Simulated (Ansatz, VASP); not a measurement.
# Two plane-wave programs on FeO

File INCAR:

```
PREC = Accurate
ENCUT = 520
EDIFF = 1E-7
ISMEAR = -1
SIGMA = 0.05
LREAL = F
LASPH = T
NELM = 150
ALGO = Normal
ISIF = 2
LWAVE = F
LCHARG = F
ISPIN = 2
MAGMOM = 3 0
LORBIT = 11
LMAXMIX = 4
GGA = PE
NBANDS = 18
```

KPOINTS

```
Automatic mesh
0
Gamma
  11 11 11
```

File POSCAR:

```
FeO
1.0
    1.5474481397      0.8934196054      2.5651364123
   -1.5474481397      0.8934196054      2.5651364123
    0.0000000000     -1.7868392005      2.5651364123
Fe O
1 1
Direct
    0.0000000000      0.0000000000      0.0000000000
    0.5000000000      0.5000000000      0.5000000000
```

Contents of input.yaml:

```yaml
crystal:
  lattice:
    - [1.5474481397, 0.8934196054, 2.5651364123]
    - [-1.5474481397, 0.8934196054, 2.5651364123]
    - [0.0, -1.7868392005, 2.5651364123]
  atoms:
    - { symbol: Fe, position: [0.0, 0.0, 0.0], spin: 3.0 }
    - { symbol: O, position: [0.5, 0.5, 0.5] }
hamiltonian:
  xc: pbe
  pseudopotentials: { kind: paw }
magnetization:
  spin_polarized: true
kpoints:
  mp_grid: { grid: [11, 11, 11] }
scf:
  occupations: { method: fermi_dirac, width: 0.05 }
output:
  forces: true
  stress: true
  eigenvalues: true
```

Change from the starting cell: volume scaled by 1.06.

Alike in both runs: task single point; functional PBE; k mesh 11 × 11 × 11; occupations fermi-dirac, width 0.05 eV; collinear spin, ferromagnetic start.

|  | VASP | Ansatz |
| --- | --- | --- |
| version | VASP 6.6.1 | Ansatz 0.2.0 |
| potentials or method | VASP PAW PBE potentials, release 64 (Fe, O) | Ansatz PAW |
| plane-wave cutoff (eV) | 520 | 420 |
| valence electrons in the cell | 14 | 22 |

VASP gave:

| Item | Value |
| --- | --- |
| gap on the k mesh at the Fermi level (eV) | none |
| pressure (GPa) | -10.0 |
| largest component of the traceless stress (GPa) | 0.70 |
| net moment per atom (μB) | 2.00 |
| size of the moment on the site where the two differ most (μB) | 3.63 |

Problem. Which values does Ansatz return?

Solution. gap on the k mesh at the Fermi level (eV): none; pressure (GPa): -10.0; largest component of the traceless stress (GPa): 0.66; net moment per atom (μB): 2.00; size of the moment on the site where the two differ most (μB): 3.48.

Site moments also hang on the region over which each program counts them. A gap of «none» marks a metal or a gap that the smearing closes. The two sets of potentials don't hold the same shells in valence.

Caveats: a cell with one magnetic atom can't hold antiferromagnetic order, which such compounds often take; semilocal functionals often make such compounds metallic where correlation or magnetic order opens a gap, which also shifts bond lengths; the pressure holds a Pulay correction of +0.6 GPa for the finite cutoff (Ansatz).
